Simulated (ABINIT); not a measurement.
Runs of ABINIT 10.8.3 (patched build) on Pb. It takes space group Fd-3m (No. 227, cubic). Conventional cell: a = 6.878 Å, b = 6.878 Å, c = 6.878 Å, α = 90.00°, β = 90.00°, γ = 90.00°. Pb (site symmetry -43m) has 4 Pb at 2.98 Å as nearest neighbours. This isn't the form of Pb at room conditions, which is fcc.

```csv
task,level,potentials or basis,cutoff (eV),fine-grid cutoff,gap on the mesh (eV),pressure (GPa),V0 of scaled cells (Å³/atom),B0 (GPa)
single point,PBEsol,PseudoDojo NC SR PBEsol v0.4.1 standard,762,-,none,0.5,-,-
equation of state,PBEsol,PseudoDojo NC SR PBEsol v0.4.1 standard,762,-,-,-,(a),31
band structure,PBEsol,PseudoDojo NC SR PBEsol v0.4.1 standard,762,-,none,0.5,-,-
equation of state,PBEsol,JTH PAW PBE v2.0,599,1197.3 eV,-,-,41.34,30
equation of state,LDA,JTH PAW LDA v2.0,599,1197.3 eV,-,-,(b),34
```

Alike in all rows: no spin polarisation; cell as given; k mesh 7 × 7 × 7; smearing fermi-dirac 0.05 eV.

Question: Estimate the missing entries.

Answer: (a) 41.33; (b) 39.82.

Caveats: pressures at fixed basis lie under the slope of the energies (some runs); spin-orbit coupling is left out, which moves the levels of the heavy elements (some runs); the PAW data sets were made with another functional, which shifts forces and pressure a little (some runs).

A k mesh can miss the band edges, and the runs leave out spin-orbit coupling on Pb.

A gap of «none» marks a metal or a gap under the smearing width.

Runs at the PBE level aren't shown here.
